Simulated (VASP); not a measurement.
# Be (P6_3/mmc) in VASP: further runs, part 2 of 2

VASP 6.6.1. Earlier steps stand in the parts before.

**4. Single point, LDA**

The input, INCAR:

```
  ADDGRID = F
  ALGO = Normal
  EDIFF = 1E-6
  ENCUT = 280
  GGA = CA
  ISIF = 2
  ISMEAR = 1
  LASPH = T
  LCHARG = F
  LREAL = F
  LWAVE = F
  NELM = 100
  PREC = Accurate
  SIGMA = 0.2
```

The input, KPOINTS:

```
k-points
0
Gamma
  6 6 4
```

The input, POSCAR:

```
Be
1.0
    2.2853000000      0.0000000000      0.0000000000
   -1.1426500000      1.9791278553      0.0000000000
    0.0000000000      0.0000000000      3.5842000000
Be
2
Direct
    0.6666666667      0.3333333333      0.7500000000
    0.3333333333      0.6666666667      0.2500000000
```

Potentials or basis: VASP PAW LDA potentials, release 64 (Be).

Run with:

```console
cat potpaw_LDA.64/Be/POTCAR > POTCAR
mpirun -np 1 vasp_std > vasp.out
```

OUTCAR:

```text
EDIFF = 1E-6
   ENCUT = 280
   GGA = CA
   ISIF = 2
   ISMEAR = 1
   LASPH = T
   LREAL = F
   NELM = 100
   PREC = Accurate

 Found     21 irreducible k-points:

 Following reciprocal coordinates:
            Coordinates               Weight
  0.000000  0.000000  0.000000      1.000000
  0.166667  0.000000  0.000000      6.000000
  0.333333  0.000000  0.000000      6.000000
  0.500000  0.000000  0.000000      3.000000
  0.166667  0.166667  0.000000      6.000000
  0.333333  0.166667  0.000000     12.000000
   k-points           NKPTS =     21   k-points in BZ     NKDIM =     21   number of bands    NBANDS=      6
   number of dos      NEDOS =    301   number of ions     NIONS =      2
   total plane-waves  NPLWV =   2880
   dimension x,y,z NGX =    12 NGY =   12 NGZ =   20
   dimension x,y,z NGXF=    24 NGYF=   24 NGZF=   40
   ions per type =               2
   NGX,Y,Z   is equivalent  to a cutoff of   8.73,  8.73,  9.28 a.u.
   NGXF,Y,Z  is equivalent  to a cutoff of  17.46, 17.46, 18.55 a.u.
 SYSTEM =  unknown system
   PREC   = accura    normal or accurate (medium, high low for compatibility)
   ISTART =      0    job   : 0-new  1-cont  2-samecut
   ICHARG =      2    charge: 1-file 2-atom 10-const
   ISPIN  =      1    spin polarized calculation?
   LNONCOLLINEAR =      F non collinear calculations
   LSORBIT =      F    spin-orbit coupling
   LASPH  =      T    aspherical Exc in radial PAW
   ENCUT  =  280.0 eV  20.58 Ry    4.54 a.u.   3.12  3.12  4.89*2*pi/ulx,y,z
   NELM   =    100;   NELMIN=  2; NELMDL= -5     # of ELM steps
   EDIFF  = 0.1E-05   stopping-criterion for ELM
   LREAL  =      F    real-space projection
   EDIFFG = 0.1E-04   stopping-criterion for IOM
   NSW    =      0    number of steps for IOM
   IBRION =     -1    ionic relax: 0-MD 1-quasi-New 2-CG
   NFREE  =      0    steps in history (QN), initial steepest desc. (CG)
   ISIF   =      2    stress and relaxation
   ISYM   =      2    0-nonsym 1-usesym 2-fastsym
   POTIM  = 0.5000    time-step for ionic-motion
   TEBEG  =    0.0;   TEEND  =   0.0 temperature during run
   PSTRESS=    0.0 pullay stress
   NELECT =       4.0000    total number of electrons
   NUPDOWN=      -1.0000    fix difference up-down
   EMIN   =  10.00;   EMAX   =-10.00  energy-range for DOS
   EFERMI =   0.00;   METHOD = LEGACY
   ISMEAR =     1;   SIGMA  =   0.20  broadening in eV -4-tet -1-fermi 0-gaus
   EFERMI_NEDOS =   21; number of points for ismear=-14 and -15
   IALGO  =     38    algorithm
   IMIX   =      4    mixing-type and parameters
     AMIX     =   0.40;   BMIX     =  1.00
     AMIX_MAG =   1.60;   BMIX_MAG =  1.00
  volume/ion in A,a.u.               =       8.11        54.70
  Fermi-wavevector in a.u.,A,eV,Ry     =   1.026814  1.940397 14.345258  1.054347
  Thomas-Fermi vector in A             =   2.160726
   LORBIT       =      0    0 simple, 1 ext, 2 COOP (PROOUT), +10 PAW based schemes
   GGA     = CA    functional components
   LHFCALC =     F    Hartree Fock is set to
   AEXX    =    0.0000 exact exchange contribution
   IVDW    =     0    specifies the selected vdW correction
   LEPSILON=     F    determine dielectric tensor
   LRPA    =     F    only Hartree local field effects (RPA)
 non-spin polarized calculation
 Methfessel and Paxton  Order N= 1 SIGMA  =   0.20
  energy-cutoff  :      280.00
  volume of cell :       16.21
 maximum number of plane-waves:       183
   NGX =  7   NGY =  7   NGZ =  9

 number of electron       4.0000000 magnetization

 Free energy of the ion-electron system (eV)
  ---------------------------------------------------
  ext. energy  EPLUGINS =         0.00000000
  ---------------------------------------------------
  free energy    TOTEN  =        -8.33132691 eV

  energy without entropy =       -8.33335926  energy(sigma->0) =       -8.33200436

 E-fermi :   5.9238     XC(G=0): -10.5389

 val. band max:        5.7586210813   @ k =   0.3333   0.1667   0.0000
 cond. band min:       6.2947569122   @ k =   0.3333   0.0000   0.0000
 fundamental gap:      0.5361358309
 Fermi energy:         5.9237739356

 k-point     1 :       0.0000    0.0000    0.0000
  band No.  band energies     occupation
      1      -4.4937      2.00000
      2       2.2603      2.00000
      3       7.7860     -0.00000
      4      21.9306      0.00000
      5      21.9306      0.00000
      6      24.7448      0.00000

 k-point     2 :       0.1667    0.0000    0.0000
  band No.  band energies     occupation
      1      -3.7164      2.00000
      2       3.2810      2.00000
      3       7.9530     -0.00000
      4      17.4702      0.00000
      5      19.2156      0.00000
      6      24.4019      0.00000

 k-point     3 :       0.3333    0.0000    0.0000
  band No.  band energies     occupation
      1      -1.3909      2.00000
      2       6.2948     -0.02482
      3       7.0445     -0.00000
      4      12.7980      0.00000
      5      16.5506      0.00000
      6      18.4989      0.00000

 k-point     4 :       0.5000    0.0000    0.0000
  band No.  band energies     occupation
      1       1.6730      2.00000
      2       3.5059      2.00000
      3      10.0996      0.00000
      4      13.0067      0.00000
      5      13.2096      0.00000
      6      15.6097      0.00000

 k-point     5 :       0.1667    0.1667    0.0000
  band No.  band energies     occupation
      1      -2.1551      2.00000
      2       5.3031      2.00010
      3       8.0792     -0.00000
      4      13.2553      0.00000
      5      15.5433      0.00000
      6      21.3729      0.00000

 k-point     6 :       0.3333    0.1667    0.0000
  band No.  band energies     occupation
      1       0.9304      2.00000
      2       5.7586      1.99270
      3       9.1732     -0.00000
      4      10.3693      0.00000
      5      13.5273      0.00000
      6      15.5470      0.00000

 [... further k-points ...]

------------------------ aborting loop because EDIFF is reached ----------------------------------------

  FORCE on cell =-STRESS in cart. coord.  units (eV):
  Direction    XX          YY          ZZ          XY          YZ          ZX
  --------------------------------------------------------------------------------------
  -------------------------------------------------------------------------------------
  Total       -0.3651584     -0.3651584     -1.5428318      0.0000000      0.0000000      0.0000000
  in kB      -36.0896421    -36.0896421   -152.4824535      0.0000000      0.0000000      0.0000000
  external PRESSURE =     -74.8872459 kB  Pullay stress =       0.0000000 kB

 VOLUME and BASIS-vectors are now :
 -----------------------------------------------------------------------------
  energy-cutoff  :      280.00
  volume of cell :       16.21
      direct lattice vectors                 reciprocal lattice vectors
     2.285300000  0.000000000  0.000000000     0.437579311  0.252636533  0.000000000
    -1.142650000  1.979127855  0.000000000     0.000000000  0.505273066  0.000000000
     0.000000000  0.000000000  3.584200000     0.000000000  0.000000000  0.279002288

 POSITION                                       TOTAL-FORCE (eV/Angst)
 -----------------------------------------------------------------------------------
      1.14265      0.65971      2.68815         0.000000     -0.000000      0.000000
     -0.00000      1.31942      0.89605        -0.000000      0.000000      0.000000
 -----------------------------------------------------------------------------------
    total drift:                                0.000000     -0.000000      0.000000

  FREE ENERGIE OF THE ION-ELECTRON SYSTEM (eV)
  ---------------------------------------------------
  free  energy   TOTEN  =        -8.3313269078 eV

  energy  without entropy=       -8.3333592568  energy(sigma->0) =       -8.33200436
```

OSZICAR:

```text
N       E                     dE             d eps       ncg     rms          rms(c)
DAV:   1    -0.628518632835E+01   -0.62852E+01   -0.11888E+03   276   0.324E+02
DAV:   2    -0.836976254212E+01   -0.20846E+01   -0.20654E+01   366   0.299E+01
DAV:   3    -0.837743700930E+01   -0.76745E-02   -0.76747E-02   270   0.208E+00
DAV:   4    -0.837743901688E+01   -0.20076E-05   -0.20082E-05   408   0.331E-02
DAV:   5    -0.837743901715E+01   -0.26712E-09   -0.38286E-09   276   0.186E-04    0.121E+00
DAV:   6    -0.834617998778E+01    0.31259E-01   -0.21651E-03   276   0.390E-01    0.733E-01
DAV:   7    -0.833133739636E+01    0.14843E-01   -0.38529E-03   276   0.504E-01    0.173E-02
DAV:   8    -0.833132787198E+01    0.95244E-05   -0.96437E-06   336   0.316E-02    0.510E-03
DAV:   9    -0.833132690777E+01    0.96421E-06   -0.45272E-07   234   0.729E-03
   1 F= -.83313269E+01 E0= -.83320044E+01  d E =0.203235E-02
```

stdout:

```text
POSCAR found type information on POSCAR Be
 POSCAR found :  1 types and       2 ions
 scaLAPACK will be used
 LDA part: xc-table for (Slater(with rela. corr.)+CA(PZ))
 , standard interpolation
 POSCAR, INCAR and KPOINTS ok, starting setup
 FFT: planning ... GRIDC
 FFT: planning ... GRID_SOFT
 FFT: planning ... GRID
 WAVECAR not read
 entering main loop
```

It took 0.6 s on 1 thread of AMD EPYC 9R45 (Zen 5), shared host; peak memory 0.07 GiB.

These settings aren't checked as converged: the numbers below hold their error.

What came out:

```yaml
Free_energy: -8.3313 eV
Band_gap_on_the_k_mesh: none (metal or under the smearing width)
```

Caveat: the k mesh is coarse (spacing up to 0.53 Å⁻¹), so the values aren't converged; the cutoff is under 1.25 times the usual one of these potentials, so pressure, stress and relaxed cells hold a basis-set (Pulay) error.
